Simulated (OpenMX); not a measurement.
# BP (F-43m) in OpenMX: equation of state, part 2 of 2

OpenMX 3.8.5. Earlier steps stand in the parts before.

### Step 8. Single point, PBE, 12.38 Å³/atom (volume scaled by 1.06)

BP.dat

```
System.CurrrentDirectory             ./
System.Name                          BP
DATA.PATH                            ./DFT_DATA13
level.of.stdout                      1
level.of.fileout                     0
Species.Number                       2
<Definition.of.Atomic.Species
  P   P7.0-s2p2d1f1          P_PBE13
  B   B7.0-s2p2d1            B_PBE13
Definition.of.Atomic.Species>

Atoms.Number                         2
Atoms.SpeciesAndCoordinates.Unit     FRAC
<Atoms.SpeciesAndCoordinates
    1  P     0.7500000000    0.7500000000    0.7500000000   2.500  2.500
    2  B     0.0000000000    0.0000000000    0.0000000000   1.500  1.500
Atoms.SpeciesAndCoordinates>

Atoms.UnitVectors.Unit               Ang
<Atoms.UnitVectors
     0.0000000000    2.3135014941    2.3135014941
     2.3135014941    0.0000000000    2.3135014941
     2.3135014941    2.3135014941    0.0000000000
Atoms.UnitVectors>

scf.XcType                           GGA-PBE
scf.SpinPolarization                 off
scf.ElectronicTemperature            580.226
scf.maxIter                          100
scf.EigenvalueSolver                 band
scf.Kgrid                            11 11 11
scf.Mixing.Type                      rmm-diisk
scf.Init.Mixing.Weight               0.05
scf.Min.Mixing.Weight                0.001
scf.Max.Mixing.Weight                0.3
scf.Mixing.History                   25
scf.Mixing.StartPulay                8
scf.criterion                        1.0e-8
MD.Type                              nomd
scf.Ngrid                            27 27 27
scf.energycutoff                     300.0
```

Potentials or basis: OpenMX 2013 PBE set, P7.0-s2p2d1f1, B7.0-s2p2d1, fixed grid of 27 × 27 × 27 points.

Started as:

```console
openmx BP.dat -nt 1 > BP.std
```

BP.out:

```text
Required cutoff energy (Ryd) for 3D-grids = 282.3263
      Used cutoff energy (Ryd) for 3D-grids = 282.3263, 282.3263, 282.3263
  Num. of grids of a-, b-, and c-axes = 27, 27, 27

  Num.Grid1.    27
  Num.Grid2.    27
  Num.Grid3.    27

  Cell_Volume =    167.122858742271 (Bohr^3)
  GridVol     =      0.008490720863 (Bohr^3)
  Cell vectors (bohr) of the grid cell (gtv)
    gtv_a =  0.000000000000,  0.161921625852,  0.161921625852
    gtv_b =  0.161921625852,  0.000000000000,  0.161921625852
    gtv_c =  0.161921625852,  0.161921625852,  0.000000000000
    |gtv_a| =  0.228991759322
    |gtv_b| =  0.228991759322
    |gtv_c| =  0.228991759322

***********************************************************

***********************************************************
                  SCF history at MD= 1
***********************************************************

   SCF=   1  NormRD=  1.000000000000  Uele= -3.780000589680
   SCF=   2  NormRD=  0.759588811618  Uele= -3.768546627018
   SCF=   3  NormRD=  0.620979463893  Uele= -3.745569757565
   SCF=   4  NormRD=  0.361792606036  Uele= -3.697496440759
[... 155 lines left out ...]
  f5xz^2-xr^2 0    0.017926577  0.017926577   0.035853153   0.000000000
  f5yz^2-yr^2 0    0.017926671  0.017926671   0.035853343   0.000000000
  fzx^2-zy^2  0    0.024726197  0.024726197   0.049452394   0.000000000
  fxyz        0    0.009980459  0.009980459   0.019960918   0.000000000
  fx^3-3*xy^2 0    0.013393771  0.013393771   0.026787542   0.000000000
  f3yx^2-y^3  0    0.013393792  0.013393792   0.026787583   0.000000000
   sum over m      0.103941993  0.103941993   0.207883986   0.000000000
   sum over m+mul  0.103941993  0.103941993   0.207883986   0.000000000

    2    B          Up spin      Down spin     Sum           Diff
            multiple
  s           0    0.305061979  0.305061979   0.610123957   0.000000000
   sum over m      0.305061979  0.305061979   0.610123957   0.000000000
  s           1    0.005431543  0.005431543   0.010863087   0.000000000
   sum over m      0.005431543  0.005431543   0.010863087   0.000000000
   sum over m+mul  0.310493522  0.310493522   0.620987044   0.000000000
  px          0    0.247653595  0.247653595   0.495307190   0.000000000
  py          0    0.247653624  0.247653624   0.495307249   0.000000000
  pz          0    0.247653686  0.247653686   0.495307372   0.000000000
   sum over m      0.742960905  0.742960905   1.485921811   0.000000000
  px          1   -0.003584208 -0.003584208  -0.007168417   0.000000000
  py          1   -0.003584102 -0.003584102  -0.007168205   0.000000000
  pz          1   -0.003584088 -0.003584088  -0.007168176   0.000000000
   sum over m     -0.010752399 -0.010752399  -0.021504798   0.000000000
   sum over m+mul  0.732208507  0.732208507   1.464417013   0.000000000
  d3z^2-r^2   0    0.007752803  0.007752803   0.015505605   0.000000000
  dx^2-y^2    0    0.007752819  0.007752819   0.015505638   0.000000000
  dxy         0    0.013264730  0.013264730   0.026529460   0.000000000
  dxz         0    0.013264733  0.013264733   0.026529466   0.000000000
  dyz         0    0.013264752  0.013264752   0.026529505   0.000000000
   sum over m      0.055299837  0.055299837   0.110599674   0.000000000
   sum over m+mul  0.055299837  0.055299837   0.110599674   0.000000000

***********************************************************
       xyz-coordinates (Ang) and forces (Hartree/Bohr)
***********************************************************

<coordinates.forces
  2
    1     P     3.47025   3.47025   3.47025  -0.000023347332 -0.000023375220 -0.000023372101
    2     B     0.00000   0.00000   0.00000   0.000023724498  0.000023752353  0.000023749243
coordinates.forces>

***********************************************************
       Fractional coordinates of the final structure
***********************************************************

     1      P     0.75000000000000   0.75000000000000   0.75000000000000
     2      B     0.00000000000000   0.00000000000000   0.00000000000000
```

It took 2.9 min on 1 thread of AMD EPYC 7R43 (Zen 3), shared host; peak memory 0.49 GiB.

What came out:

- Free energy: -267.4517 eV
- Band gap on the k mesh: 1.42 eV, indirect (least direct gap 3.36 eV)
- Mulliken charges: P -0.80; B +0.80 e

Caveat: Mulliken charges move with the basis; an odd mesh through Γ misses points on the zone boundary, where band edges often lie; the basis of atomic orbitals isn't converged, which shifts pressures, moduli and gaps.

### Step 9. Equation of state, PBE

Potentials or basis: OpenMX 2013 PBE set, P7.0-s2p2d1f1, B7.0-s2p2d1, fixed grid of 27 × 27 × 27 points.

No new run: the results of the series are fitted here.

Results:

| Quantity | Value |
| --- | --- |
| Equilibrium volume | 11.75 Å³/atom |
| Bulk modulus | 161 GPa |
| Pressure derivative of the bulk modulus | 3.8 |

Energy against volume, from the lowest point:
```csv
volume (Å³/atom),energy (meV/atom)
10.981,28.20
11.214,13.13
11.448,3.91
11.682,0.00
11.915,0.91
12.149,6.20
12.383,15.46
```

Caveat: volumes in these bases differ from converged ones by about 1 %, for some elements by several; the basis of atomic orbitals isn't converged, which shifts pressures, moduli and gaps.

### Step 10. Comparison with measurements

Step 9. Against the measured bulk modulus of BP, 179 GPa (300 K; “Equation of state of single-crystal cubic boron phosphide”, 2014, arxiv:1407.1677), the calculated 161 GPa is off by -9.9 %. 3 values of this kind are on record (173 to 179 GPa); this one was drawn at random among those near their median, those with a stated uncertainty first. The fit is for a static lattice scaled at fixed shape and fixed fractional positions.
